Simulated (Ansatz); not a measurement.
# SnO2: biaxial against axial strain

This session takes SnO2 and sets out to strain the cell in the xy plane and along z independently.

Computed with Ansatz 0.2.0 (DFT PBE+D3(BJ), scalar-relativistic, plane waves, PAW, unless a step's input says otherwise).

**1. The system as given**

It takes space group R-3m (No. 166, trigonal). Conventional cell: a = 3.234 Å, b = 3.234 Å, c = 14.402 Å, α = 90.00°, β = 90.00°, γ = 120.00°. Sn (site symmetry -3m) is surrounded by 6 O at 2.13 Å. O (site symmetry 3m) is surrounded by 3 Sn at 2.13 Å.

As a file:

```cif
data_structure
_symmetry_space_group_name_H-M 'R-3m:H'
_symmetry_Int_Tables_number 166
_cell_length_a 3.2342
_cell_length_b 3.2342
_cell_length_c 14.4018
_cell_angle_alpha 90.000
_cell_angle_beta 90.000
_cell_angle_gamma 120.000
_cell_volume 130.46
loop_
_atom_site_label
_atom_site_type_symbol
_atom_site_symmetry_multiplicity
_atom_site_Wyckoff_symbol
_atom_site_fract_x
_atom_site_fract_y
_atom_site_fract_z
_atom_site_occupancy
Sn1 Sn 3 b 0.66667 0.33333 0.83333 1
O1 O 6 c 0.33333 0.66667 0.90384 1
```

It goes back to an entry of the Materials Project, which need not be the stable form.

The cell is taken as given, not relaxed at this level.

**2. Zero of energy**

Reference values: F = -7159.0665 eV; pressure -2.66 GPa; largest force 0.123 eV/Å; gap on the mesh 1.94 eV. It was computed beforehand with the settings of the runs below.

**3. The scan: biaxial against axial strain**

The cell is strained by p along both x and y and by q along z, with fractional coordinates fixed.

**4. At p = -0.080, q = -0.080**

input.yaml reads:

```yaml
crystal:
  lattice:
    - [1.4877256292, 0.8589387925, 4.4165451773]
    - [-1.4877256292, 0.8589387925, 4.4165451773]
    - [0.0, -1.717877585, 4.4165451773]
  atoms:
    - { symbol: Sn, position: [0.5, 0.5, 0.5] }
    - { symbol: O, position: [0.23717, 0.23717, 0.23717] }
    - { symbol: O, position: [0.76283, 0.76283, 0.76283] }
basis:
  ecutwfc: 420
kpoints:
  mp_grid: { grid: [12, 12, 12] }
hamiltonian:
  xc: pbe
  dispersion: d3bj
scf:
  occupations: { method: gaussian, width: 0.05 }
output:
  forces: true
  stress: true
  eigenvalues: true
```

The run is started by

```console
$ ansatz run input.yaml --threads 1 --pin off --max-ram 1228MiB --backend cpu --events-out ev --progress --plain --runs-dir out
```

The program printed (excerpt; [...] marks lines left out):

```text
Warning: RAYON_NUM_THREADS=1 ignored (pool sized by the plan → 1); use --threads N
[...]
Pseudopotentials: kind: paw
Pseudopotential: Sn, paw, valence charge 14, recommended cutoff 420 eV (normal), Sn.paw.azcp
Pseudopotential: O, paw, valence charge 6, recommended cutoff 420 eV (normal), O.paw.azcp
Functional definition: PBE
[...]
Crystal: 3 atoms, lattice volume = 33.862 Å³
Basis set: ecut = 420 eV, 651 PW (Γ), FFT grids on a1−a3, a2−a3, a3, exchange–correlation on 40×40×64 points (8 copies of the dense FFT grid, shifted against one another)
Bands: 17, of which v1, the nominal top of the filled ones, is band 13 counted from 1 (12 counted from 0)
Symmetry: 12 space group operations
Space group: R-3m (ITA 166), of the structure as read, at distance tolerance 3.2e-5 Å
k-points: 189 of 1728
[...]
SCF iter   1: F=—  HF=-7157.767157 eV  |F-HF|=—  |Δ(HF+E_count)|=         —  Δρ=2.15e-3  dr2=7.75e-4  ethr=1.77e-3  ⟨swp⟩=6.0  Hψ=17061  notcnv=0
[...]
SCF iter   6: F=-7157.767625 eV  HF=-7157.767625 eV  |F-HF|=4.45e-9  |Δ(HF+E_count)|=   9.10e-9  Δρ=3.77e-6  dr2=1.35e-9  ethr=1.04e-10  ⟨swp⟩=3.4  Hψ=12617  notcnv=0
[...]
SCF converged after 6 iterations
Free energy (F): -7157.767625 eV
[...]
E sigma→0 (E₀):  -7157.767625 eV
Fermi energy:    11.601962 eV
[...]
--- Forces (eV/Å), atoms counted from 1 ---
  atom   1  Sn     0.00000000    -0.00000000     0.00000000
  atom   2  O     -0.00000000    -0.00000000     3.82571370
  atom   3  O      0.00000000     0.00000000    -3.82571370
[...]
--- Stress (GPa, compression-positive) ---
       71.727979       0.000000       0.000000
        0.000000      71.727979       0.000000
        0.000000       0.000000      33.636272
  P = ⅓ Tr σ = 59.0307 GPa (590.307 kbar)
--- Band table (eV; the first three rows and the last of 189) ---
  k-point 0: bands = ["-11.2787", "-10.0458", "-10.0458", "-9.4782", "-9.4782", "-8.9773", "-7.2875", "5.4691", "8.0332", "8.0332", "8.8852", "8.8852", "9.1667", "13.5552", "16.6784", "23.1020", "23.1020"]
[...]
```

Run time: 7.3 s. Hardware: 1 thread of an Arm CPU, shared host; peak memory 0.36 GiB.

**5. Point p = -0.080, q = 0.000**

input.yaml, as its differences from that of step 4:

```diff
@@ -2,5 +2,5 @@
   lattice:
-    - [1.4877256292, 0.8589387925, 4.4165451773]
-    - [-1.4877256292, 0.8589387925, 4.4165451773]
-    - [0.0, -1.717877585, 4.4165451773]
+    - [1.4877256292, 0.8589387925, 4.800592584]
+    - [-1.4877256292, 0.8589387925, 4.800592584]
+    - [0.0, -1.717877585, 4.800592584]
   atoms:
```

The run is started by

```console
$ ansatz run input.yaml --threads 1 --pin off --max-ram 1228MiB --backend cpu --events-out ev --progress --plain --runs-dir out
```

The program printed (excerpt; [...] marks lines left out):

```text
[...]
SCF converged after 6 iterations
Free energy (F): -7158.231286 eV
[...]
E sigma→0 (E₀):  -7158.231286 eV
Fermi energy:    9.936846 eV
[...]
--- Forces (eV/Å), atoms counted from 1 ---
  atom   1  Sn     0.00000000     0.00000000     0.00000000
  atom   2  O      0.00000000    -0.00000000     2.14207365
  atom   3  O     -0.00000000     0.00000000    -2.14207365
[...]
--- Stress (GPa, compression-positive) ---
       50.523794       0.000000       0.000000
        0.000000      50.523794      -0.000000
        0.000000      -0.000000      17.269457
  P = ⅓ Tr σ = 39.4390 GPa (394.390 kbar)
--- Band table (eV; the first three rows and the last of 189) ---
  k-point 0: bands = ["-12.2638", "-11.5206", "-11.5206", "-11.0308", "-11.0308", "-10.4740", "-8.7622", "3.8451", "6.8179", "6.8179", "7.6004", "7.6004", "7.6601", "11.7771", "15.0268", "20.9449", "21.6605"]
[...]
```

Wall time 7.7 s (1 thread of an Arm CPU, shared host); peak memory 0.37 GiB.

**6. Point p = -0.080, q = 0.080**

input.yaml, as its differences from that of step 5:

```diff
@@ -2,5 +2,5 @@
   lattice:
-    - [1.4877256292, 0.8589387925, 4.800592584]
-    - [-1.4877256292, 0.8589387925, 4.800592584]
-    - [0.0, -1.717877585, 4.800592584]
+    - [1.4877256292, 0.8589387925, 5.1846399907]
+    - [-1.4877256292, 0.8589387925, 5.1846399907]
+    - [0.0, -1.717877585, 5.1846399907]
   atoms:
```

The run is started by

```console
$ ansatz run input.yaml --threads 1 --pin off --max-ram 1228MiB --backend cpu --events-out ev --progress --plain --runs-dir out
```

The program printed (excerpt; [...] marks lines left out):

```text
[...]
SCF converged after 6 iterations
Free energy (F): -7158.416887 eV
[...]
E sigma→0 (E₀):  -7158.416887 eV
Fermi energy:    8.485978 eV
[...]
--- Forces (eV/Å), atoms counted from 1 ---
  atom   1  Sn     0.00000000     0.00000000    -0.00000000
  atom   2  O      0.00000000    -0.00000000     0.59526886
  atom   3  O     -0.00000000     0.00000000    -0.59526886
[...]
--- Stress (GPa, compression-positive) ---
       35.769371       0.000000       0.000000
        0.000000      35.769371      -0.000000
        0.000000      -0.000000       3.281711
  P = ⅓ Tr σ = 24.9402 GPa (249.402 kbar)
--- Band table (eV; the first three rows and the last of 189) ---
  k-point 0: bands = ["-13.1734", "-12.8293", "-12.8293", "-12.3852", "-12.3852", "-11.6944", "-9.9701", "2.3196", "5.8285", "5.8285", "6.3262", "6.5154", "6.5154", "10.2193", "13.5979", "18.8433", "20.3781"]
[...]
```

It took 8.2 s on 1 thread of an Arm CPU, shared host; peak memory 0.38 GiB.

**7. Point p = 0.000, q = -0.080**

input.yaml, as its differences from that of step 6:

```diff
@@ -2,5 +2,5 @@
   lattice:
-    - [1.4877256292, 0.8589387925, 5.1846399907]
-    - [-1.4877256292, 0.8589387925, 5.1846399907]
-    - [0.0, -1.717877585, 5.1846399907]
+    - [1.6170930752, 0.9336291223, 4.4165451773]
+    - [-1.6170930752, 0.9336291223, 4.4165451773]
+    - [0.0, -1.8672582446, 4.4165451773]
   atoms:
```

The run is started by

```console
$ ansatz run input.yaml --threads 1 --pin off --max-ram 1228MiB --backend cpu --events-out ev --progress --plain --runs-dir out
```

The program printed (excerpt; [...] marks lines left out):

```text
[...]
SCF converged after 6 iterations
Free energy (F): -7159.045834 eV
[...]
E sigma→0 (E₀):  -7159.045834 eV
Fermi energy:    8.360225 eV
[...]
--- Forces (eV/Å), atoms counted from 1 ---
  atom   1  Sn    -0.00000000     0.00000000     0.00000000
  atom   2  O     -0.00000000     0.00000000     0.92581759
  atom   3  O     -0.00000000    -0.00000000    -0.92581759
[...]
--- Stress (GPa, compression-positive) ---
        4.862378       0.000000       0.000000
        0.000000       4.862378      -0.000000
        0.000000      -0.000000       5.049579
  P = ⅓ Tr σ = 4.9248 GPa (49.248 kbar)
--- Band table (eV; the first three rows and the last of 189) ---
  k-point 0: bands = ["-12.7751", "-12.4270", "-12.4270", "-12.2120", "-12.2120", "-10.7995", "-8.7487", "3.6963", "5.9255", "5.9255", "6.2587", "6.2587", "7.2875", "9.3219", "13.2366", "18.4268", "18.4268"]
[...]
```

Run time: 8 s. Hardware: 1 thread of an Arm CPU, shared host; peak memory 0.38 GiB.

**8. p = 0.000, q = 0.080**

input.yaml, as its differences from that of step 7:

```diff
@@ -2,5 +2,5 @@
   lattice:
-    - [1.6170930752, 0.9336291223, 4.4165451773]
-    - [-1.6170930752, 0.9336291223, 4.4165451773]
-    - [0.0, -1.8672582446, 4.4165451773]
+    - [1.6170930752, 0.9336291223, 5.1846399907]
+    - [-1.6170930752, 0.9336291223, 5.1846399907]
+    - [0.0, -1.8672582446, 5.1846399907]
   atoms:
```

The run is started by

```console
$ ansatz run input.yaml --threads 1 --pin off --max-ram 1228MiB --backend cpu --events-out ev --progress --plain --runs-dir out
```

The program printed (excerpt; [...] marks lines left out):

```text
Warning: RAYON_NUM_THREADS=1 ignored (pool sized by the plan → 1); use --threads N
[...]
[... 4 set-up lines as earlier in the session ...]
[...]
Crystal: 3 atoms, lattice volume = 46.966 Å³
Basis set: ecut = 420 eV, 923 PW (Γ), FFT grids on a1−a3, a2−a3, a3, exchange–correlation on 48×48×80 points (8 copies of the dense FFT grid, shifted against one another)
Bands: 17, of which v1, the nominal top of the filled ones, is band 13 counted from 1 (12 counted from 0)
[... 1 set-up line as earlier in the session ...]
Space group: R-3m (ITA 166), of the structure as read, at distance tolerance 3.6e-5 Å
k-points: 189 of 1728
[...]
SCF iter   1: F=—  HF=-7158.922391 eV  |F-HF|=—  |Δ(HF+E_count)|=         —  Δρ=1.73e-3  dr2=8.17e-4  ethr=1.77e-3  ⟨swp⟩=6.0  Hψ=17624  notcnv=0
[...]
SCF iter   6: F=-7158.922646 eV  HF=-7158.922646 eV  |F-HF|=1.94e-8  |Δ(HF+E_count)|=   3.88e-7  Δρ=5.33e-6  dr2=5.59e-9  ethr=3.85e-10  ⟨swp⟩=4.4  Hψ=16215  notcnv=0
[...]
SCF converged after 6 iterations
Free energy (F): -7158.922646 eV
[...]
E sigma→0 (E₀):  -7158.922646 eV
Fermi energy:    5.924123 eV
[...]
--- Forces (eV/Å), atoms counted from 1 ---
  atom   1  Sn     0.00000000     0.00000000     0.00000000
  atom   2  O      0.00000000     0.00000000    -1.10439411
  atom   3  O      0.00000000    -0.00000000     1.10439411
[...]
--- Stress (GPa, compression-positive) ---
       -6.841750       0.000000       0.000000
        0.000000      -6.841750       0.000000
        0.000000       0.000000     -10.124000
  P = ⅓ Tr σ = -7.9358 GPa (-79.358 kbar)
--- Band table (eV; the first three rows and the last of 189) ---
  k-point 0: bands = ["-14.9439", "-14.8522", "-14.8522", "-14.6842", "-14.6842", "-12.6517", "-11.1095", "0.7786", "3.9401", "3.9401", "4.3053", "4.3053", "4.8227", "6.9110", "10.5666", "15.9639", "15.9639"]
[...]
```

Wall time 9.3 s (1 thread of an Arm CPU, shared host); peak memory 0.4 GiB.

**9. p = 0.080, q = -0.080**

input.yaml, as its differences from that of step 8:

```diff
@@ -2,5 +2,5 @@
   lattice:
-    - [1.6170930752, 0.9336291223, 5.1846399907]
-    - [-1.6170930752, 0.9336291223, 5.1846399907]
-    - [0.0, -1.8672582446, 5.1846399907]
+    - [1.7464605212, 1.0083194521, 4.4165451773]
+    - [-1.7464605212, 1.0083194521, 4.4165451773]
+    - [0.0, -2.0166389041, 4.4165451773]
   atoms:
```

The run is started by

```console
$ ansatz run input.yaml --threads 1 --pin off --max-ram 1228MiB --backend cpu --events-out ev --progress --plain --runs-dir out
```

The program printed (excerpt; [...] marks lines left out):

```text
[...]
SCF converged after 7 iterations
Free energy (F): -7158.574078 eV
[...]
E sigma→0 (E₀):  -7158.574078 eV
Fermi energy:    5.892364 eV
[...]
--- Forces (eV/Å), atoms counted from 1 ---
  atom   1  Sn    -0.00000000     0.00000000     0.00000000
  atom   2  O      0.00000000    -0.00000000    -0.35272619
  atom   3  O      0.00000000     0.00000000     0.35272619
[...]
--- Stress (GPa, compression-positive) ---
      -22.739150       0.000000       0.000000
        0.000000     -22.739150       0.000000
        0.000000       0.000000      -5.876491
  P = ⅓ Tr σ = -17.1183 GPa (-171.183 kbar)
--- Band table (eV; the first three rows and the last of 189) ---
  k-point 0: bands = ["-14.6986", "-14.5235", "-14.5235", "-14.4568", "-14.4568", "-11.7752", "-10.0604", "2.1627", "4.2649", "4.2649", "4.3179", "4.3179", "5.6665", "6.0739", "10.5292", "14.7587", "14.7587"]
[...]
```

It took 10 s on 1 thread of an Arm CPU, shared host; peak memory 0.42 GiB.

**10. At p = 0.080, q = 0.000**

input.yaml, as its differences from that of step 9:

```diff
@@ -2,5 +2,5 @@
   lattice:
-    - [1.7464605212, 1.0083194521, 4.4165451773]
-    - [-1.7464605212, 1.0083194521, 4.4165451773]
-    - [0.0, -2.0166389041, 4.4165451773]
+    - [1.7464605212, 1.0083194521, 4.800592584]
+    - [-1.7464605212, 1.0083194521, 4.800592584]
+    - [0.0, -2.0166389041, 4.800592584]
   atoms:
```

The run is started by

```console
$ ansatz run input.yaml --threads 1 --pin off --max-ram 1228MiB --backend cpu --events-out ev --progress --plain --runs-dir out
```

The program printed (excerpt; [...] marks lines left out):

```text
Warning: RAYON_NUM_THREADS=1 ignored (pool sized by the plan → 1); use --threads N
[...]
[... 4 set-up lines as earlier in the session ...]
[...]
Crystal: 3 atoms, lattice volume = 50.723 Å³
Basis set: ecut = 420 eV, 989 PW (Γ), FFT grids on a1−a3, a2−a3, a3, exchange–correlation on 48×48×72 points (8 copies of the dense FFT grid, shifted against one another)
Bands: 17, of which v1, the nominal top of the filled ones, is band 13 counted from 1 (12 counted from 0)
[... 1 set-up line as earlier in the session ...]
Space group: R-3m (ITA 166), of the structure as read, at distance tolerance 3.7e-5 Å
k-points: 189 of 1728
[...]
SCF iter   1: F=—  HF=-7158.381037 eV  |F-HF|=—  |Δ(HF+E_count)|=         —  Δρ=2.52e-3  dr2=2.48e-3  ethr=1.77e-3  ⟨swp⟩=5.9  Hψ=17829  notcnv=0
[...]
SCF iter   6: F=-7158.380665 eV  HF=-7158.380665 eV  |F-HF|=2.32e-8  |Δ(HF+E_count)|=   8.67e-7  Δρ=5.93e-6  dr2=9.99e-9  ethr=3.85e-10  ⟨swp⟩=6.5  Hψ=16107  notcnv=0
[...]
SCF converged after 6 iterations
Free energy (F): -7158.380665 eV
[...]
E sigma→0 (E₀):  -7158.380665 eV
Fermi energy:    4.871032 eV
[...]
--- Forces (eV/Å), atoms counted from 1 ---
  atom   1  Sn     0.00000000     0.00000000     0.00000000
  atom   2  O     -0.00000000    -0.00000000    -1.05374644
  atom   3  O      0.00000000     0.00000000     1.05374644
[...]
--- Stress (GPa, compression-positive) ---
      -24.004767       0.000000       0.000000
        0.000000     -24.004767       0.000000
        0.000000       0.000000      -9.416923
  P = ⅓ Tr σ = -19.1422 GPa (-191.422 kbar)
--- Band table (eV; the first three rows and the last of 189) ---
  k-point 0: bands = ["-15.7707", "-15.6355", "-15.6355", "-15.5894", "-15.5894", "-12.5917", "-11.1800", "0.7338", "3.2947", "3.2947", "3.4320", "3.4320", "4.5392", "5.1620", "9.2825", "13.5976", "13.5976"]
[...]
```

It took 10 s on 1 thread of an Arm CPU, shared host; peak memory 0.4 GiB.

**11. p = 0.080, q = 0.080**

input.yaml, as its differences from that of step 10:

```diff
@@ -2,5 +2,5 @@
   lattice:
-    - [1.7464605212, 1.0083194521, 4.800592584]
-    - [-1.7464605212, 1.0083194521, 4.800592584]
-    - [0.0, -2.0166389041, 4.800592584]
+    - [1.7464605212, 1.0083194521, 5.1846399907]
+    - [-1.7464605212, 1.0083194521, 5.1846399907]
+    - [0.0, -2.0166389041, 5.1846399907]
   atoms:
```

The run is started by

```console
$ ansatz run input.yaml --threads 1 --pin off --max-ram 1228MiB --backend cpu --events-out ev --progress --plain --runs-dir out
```

The program printed (excerpt; [...] marks lines left out):

```text
Warning: RAYON_NUM_THREADS=1 ignored (pool sized by the plan → 1); use --threads N
[...]
[... 4 set-up lines as earlier in the session ...]
[...]
Crystal: 3 atoms, lattice volume = 54.781 Å³
Basis set: ecut = 420 eV, 1061 PW (Γ), FFT grids on a1−a3, a2−a3, a3, exchange–correlation on 48×48×80 points (8 copies of the dense FFT grid, shifted against one another)
Bands: 17, of which v1, the nominal top of the filled ones, is band 13 counted from 1 (12 counted from 0)
[... 1 set-up line as earlier in the session ...]
Space group: R-3m (ITA 166), of the structure as read, at distance tolerance 3.8e-5 Å
k-points: 189 of 1728
[...]
SCF iter   1: F=—  HF=-7158.098293 eV  |F-HF|=—  |Δ(HF+E_count)|=         —  Δρ=2.43e-3  dr2=3.67e-3  ethr=1.77e-3  ⟨swp⟩=6.0  Hψ=17906  notcnv=0
[...]
SCF iter   6: F=-7158.097502 eV  HF=-7158.097502 eV  |F-HF|=4.02e-8  |Δ(HF+E_count)|=   1.15e-6  Δρ=8.14e-6  dr2=1.39e-8  ethr=3.85e-10  ⟨swp⟩=6.0  Hψ=15289  notcnv=0
[...]
SCF converged after 6 iterations
Free energy (F): -7158.097502 eV
[...]
E sigma→0 (E₀):  -7158.097502 eV
Fermi energy:    3.967087 eV
[...]
--- Forces (eV/Å), atoms counted from 1 ---
  atom   1  Sn     0.00000000     0.00000000     0.00000000
  atom   2  O      0.00000000    -0.00000000    -1.71330583
  atom   3  O      0.00000000     0.00000000     1.71330583
[...]
--- Stress (GPa, compression-positive) ---
      -23.847147       0.000000       0.000000
        0.000000     -23.847147       0.000000
        0.000000       0.000000     -12.929720
  P = ⅓ Tr σ = -20.2080 GPa (-202.080 kbar)
--- Band table (eV; the first three rows and the last of 189) ---
  k-point 0: bands = ["-16.7135", "-16.6095", "-16.6095", "-16.5802", "-16.5802", "-13.2894", "-12.1243", "-0.5504", "2.4893", "2.4893", "2.6675", "2.6675", "3.5371", "4.3677", "8.1963", "12.5514", "12.5514"]
[...]
```

Run time: 10 s. Hardware: 1 thread of an Arm CPU, shared host; peak memory 0.41 GiB.

**12. p = -0.080, q = -0.040**

input.yaml, as its differences from that of step 11:

```diff
@@ -2,5 +2,5 @@
   lattice:
-    - [1.7464605212, 1.0083194521, 5.1846399907]
-    - [-1.7464605212, 1.0083194521, 5.1846399907]
-    - [0.0, -2.0166389041, 5.1846399907]
+    - [1.4877256292, 0.8589387925, 4.6085688806]
+    - [-1.4877256292, 0.8589387925, 4.6085688806]
+    - [0.0, -1.717877585, 4.6085688806]
   atoms:
```

The run is started by

```console
$ ansatz run input.yaml --threads 1 --pin off --max-ram 1228MiB --backend cpu --events-out ev --progress --plain --runs-dir out
```

The program printed (excerpt; [...] marks lines left out):

```text
Warning: RAYON_NUM_THREADS=1 ignored (pool sized by the plan → 1); use --threads N
[...]
[... 4 set-up lines as earlier in the session ...]
[...]
Crystal: 3 atoms, lattice volume = 35.335 Å³
Basis set: ecut = 420 eV, 675 PW (Γ), FFT grids on a1−a3, a2−a3, a3, exchange–correlation on 40×40×72 points (8 copies of the dense FFT grid, shifted against one another)
Bands: 17, of which v1, the nominal top of the filled ones, is band 13 counted from 1 (12 counted from 0)
[... 1 set-up line as earlier in the session ...]
Space group: R-3m (ITA 166), of the structure as read, at distance tolerance 3.3e-5 Å
k-points: 189 of 1728
[...]
SCF iter   1: F=—  HF=-7158.036277 eV  |F-HF|=—  |Δ(HF+E_count)|=         —  Δρ=1.94e-3  dr2=6.16e-4  ethr=1.77e-3  ⟨swp⟩=6.0  Hψ=17046  notcnv=0
[...]
SCF iter   6: F=-7158.037015 eV  HF=-7158.037015 eV  |F-HF|=1.82e-9  |Δ(HF+E_count)|=   8.98e-8  Δρ=2.99e-6  dr2=1.27e-9  ethr=1.08e-10  ⟨swp⟩=3.5  Hψ=13351  notcnv=0
[...]
SCF converged after 6 iterations
Free energy (F): -7158.037015 eV
[...]
E sigma→0 (E₀):  -7158.037015 eV
Fermi energy:    10.739602 eV
[...]
--- Forces (eV/Å), atoms counted from 1 ---
  atom   1  Sn     0.00000000     0.00000000     0.00000000
  atom   2  O      0.00000000    -0.00000000     2.96969647
  atom   3  O     -0.00000000     0.00000000    -2.96969647
[...]
--- Stress (GPa, compression-positive) ---
       60.173004       0.000000       0.000000
       -0.000000      60.173004       0.000000
        0.000000      -0.000000      25.112825
  P = ⅓ Tr σ = 48.4863 GPa (484.863 kbar)
--- Band table (eV; the first three rows and the last of 189) ---
  k-point 0: bands = ["-11.7861", "-10.8062", "-10.8062", "-10.2817", "-10.2817", "-9.7585", "-8.0622", "4.6420", "7.3932", "7.3932", "8.2155", "8.2155", "8.3889", "12.6347", "15.8244", "22.1628", "22.3605"]
[...]
```

Wall time 7.3 s (1 thread of an Arm CPU, shared host); peak memory 0.37 GiB.

**13. The scan collected**

Energy above the undisturbed cell in meV/atom; points alike by symmetry are filled in, and a dash was not computed:

```csv
p \ q,-0.080,-0.040,0.000,0.040,0.080
-0.080,433.0,343.2,278.4,–,216.5
-0.040,–,–,–,–,–
0.000,6.9,–,0.0,–,48.0
0.040,–,–,–,–,–
0.080,164.1,–,228.6,–,323.0
```

Pressure in GPa:

| p \ q | -0.080 | -0.040 | 0.000 | 0.040 | 0.080 |
| --- | --- | --- | --- | --- | --- |
| -0.080 | 59.0 | 48.5 | 39.4 | – | 24.9 |
| -0.040 | – | – | – | – | – |
| 0.000 | 4.9 | – | -2.7 | – | -7.9 |
| 0.040 | – | – | – | – | – |
| 0.080 | -17.1 | – | -19.1 | – | -20.2 |

Gap on the mesh in eV:

```csv
p \ q,-0.080,-0.040,0.000,0.040,0.080
-0.080,3.91,3.79,3.68,–,3.47
-0.040,–,–,–,–,–
0.000,1.93,–,1.94,–,1.98
0.040,–,–,–,–,–
0.080,0.38,–,0.59,–,0.81
```

**14. What came out**

```
                         quantity                                        value
                    highest point  433.0 meV/atom at (p, q) = (-0.080, -0.080)
lowest point away from the origin              6.9 meV/atom at (0.000, -0.080)
```

What this shows: The undisturbed cell is the lowest computed point. At |p| = |q| = 0.080, points where p and q have the same sign cost 378.0 meV/atom on average, those of opposite sign 190.3: stretching in the plane is cheaper with a contraction along z. The gap on the mesh runs from 0.38 to 3.91 eV over the map.
